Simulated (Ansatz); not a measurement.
How long does this Ansatz run take?

```yaml
crystal:
  lattice:
    - [0.0, 4.8967229088, 4.8967229088]
    - [4.8967229088, 0.0, 4.8967229088]
    - [4.8967229088, 4.8967229088, 0.0]
  atoms:
    - { symbol: "Y", position: [0.0, 0.0, 0.0] }
    - { symbol: "Y", position: [0.0, 0.0, 0.5] }
    - { symbol: "Y", position: [0.0, 0.5, 0.0] }
    - { symbol: "Y", position: [0.0, 0.5, 0.5] }
    - { symbol: "Y", position: [0.5, 0.0, 0.0] }
    - { symbol: "Y", position: [0.5, 0.0, 0.5] }
    - { symbol: "Y", position: [0.5, 0.5, 0.0] }
    - { symbol: "Y", position: [0.5, 0.5, 0.5] }
    - { symbol: "N", position: [0.25, 0.25, 0.25] }
    - { symbol: "N", position: [0.25, 0.25, 0.75] }
    - { symbol: "N", position: [0.25, 0.75, 0.25] }
    - { symbol: "N", position: [0.25, 0.75, 0.75] }
    - { symbol: "N", position: [0.75, 0.25, 0.25] }
    - { symbol: "N", position: [0.75, 0.25, 0.75] }
    - { symbol: "N", position: [0.75, 0.75, 0.25] }
    - { symbol: "N", position: [0.75, 0.75, 0.75] }
kpoints:
  mp_grid: { grid: [4, 4, 4] }
scf:
  occupations: { method: fermi_dirac, width: 0.02 }
hamiltonian:
  xc: pbe
  pseudopotentials: { kind: paw }
output:
  forces: true
  efg:
    quadrupole_moments_barn: { "N": 0.02044 }
    contact_densities: true
  core_levels: { shells: { "Y": "3d", "N": "1s" }, counted_from: conduction_bottom }
```

```sh
ansatz run input.yaml --threads 1 --pin off --max-ram 3072MiB --backend cpu --events-out ev --progress --plain --runs-dir out
```

It runs on 1 thread of Arm Neoverse V1 (aarch64; 8 cores open to the job, memory cap 3.0 GiB, no GPU), a shared host with a load of 0.8 a core.

Question: Estimate the wall time and the peak memory.

Answer: About 78 s of wall time (78 s of CPU time) and 0.75 GiB. The run holds 128 valence electrons in 80 bands, about 4621 plane waves a k-point and 8 irreducible k-points, and took 6 SCF iterations for the ground state, and 2 further spin-resolved or lower-symmetry cells with a core hole. Times on a shared host vary by tens of per cent.
